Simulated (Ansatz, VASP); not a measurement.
## BaTe: VASP beside Ansatz

POSCAR

```
BaTe
1.0
    0.0000000000      3.5312212088      3.5312212088
    3.5312212088      0.0000000000      3.5312212088
    3.5312212088      3.5312212088      0.0000000000
Ba Te
1 1
Direct
    0.0000000000      0.0000000000      0.0000000000
    0.5000000000      0.5000000000      0.5000000000
```

INCAR.step1

```
  ALGO = Normal
  EDIFF = 1E-4
  ENCUT = 520
  GGA = PE
  ISMEAR = 0
  LASPH = T
  LCHARG = F
  LREAL = F
  LWAVE = T
  NBANDS = 15
  NELM = 60
  PREC = Accurate
  SIGMA = 0.01
```

Contents of INCAR.step2:

```
  ALGO = Normal
  EDIFF = 1E-7
  ENCUT = 520
  ISIF = 2
  ISMEAR = 0
  ISTART = 1
  LASPH = T
  LCHARG = T
  LELF = T
  LMIXTAU = T
  LREAL = F
  LVHAR = T
  LWAVE = F
  METAGGA = R2SCAN
  NBANDS = 15
  NELM = 60
  PREC = Accurate
  SIGMA = 0.01
```

The input KPOINTS:

```
k-points
0
Gamma
  6 6 6
```

Input for Ansatz:

```yaml
crystal:
  lattice:
    - [0.0, 3.5312212088, 3.5312212088]
    - [3.5312212088, 0.0, 3.5312212088]
    - [3.5312212088, 3.5312212088, 0.0]
  atoms:
    - { symbol: Ba, position: [0.0, 0.0, 0.0] }
    - { symbol: Te, position: [0.5, 0.5, 0.5] }
kpoints:
  mp_grid: { grid: [6, 6, 6] }
scf:
  occupations: { method: fixed }
  eigensolver: { kind: davidson }
hamiltonian:
  xc: r2scan
  pseudopotentials: { kind: paw }
output:
  forces: true
  stress: true
  eigenvalues: true
  eigenstates:
    nscf_kmesh: { grid: [10, 10, 10] }
    de_dk: true
    e_range: [-9, 12.00216851099]
  optics:
    e_range: [0, 25]
    de: 0.2
    sigma: 0.15
    bands: { spectra_wanted_up_to: 25 }
    nscf_kmesh: { grid: [10, 10, 10] }
checkpoint:
  write: ck
  write_wavefunctions: false
```

Alike in both runs: task single point; functional r2SCAN; k mesh 6 × 6 × 6; no spin polarisation.

|  | VASP | Ansatz |
| --- | --- | --- |
| version | VASP 6.6.1 | Ansatz 0.2.0 |
| potentials or method | VASP PAW PBE potentials, release 64 (Ba_sv, Te) | PAW with Ansatz's default frozen-core files, scalar-relativistic |
| plane-wave cutoff (eV) | 520 | 500 |
| occupations | gaussian, width 0.01 eV | fixed |
| valence electrons in the cell | 16 | 26 |

Ansatz gave:

| Item | Value |
| --- | --- |
| gap on the k mesh at the Fermi level (eV) | 2.00 |
| pressure (GPa) | 0.0 |

Question: What did VASP give for the same quantities?

Answer: gap on the k mesh at the Fermi level (eV): 1.93; pressure (GPa): 0.3.

The two sets of potentials don't hold the same shells in valence.

Caveats: the PAW data sets were made with another functional, which shifts forces and pressure a little (VASP); spin-orbit coupling is left out, which moves the levels of the heavy elements. r2SCAN opens gaps a little over a GGA but as a rule still falls short of measured ones. A k mesh can miss the band edges.
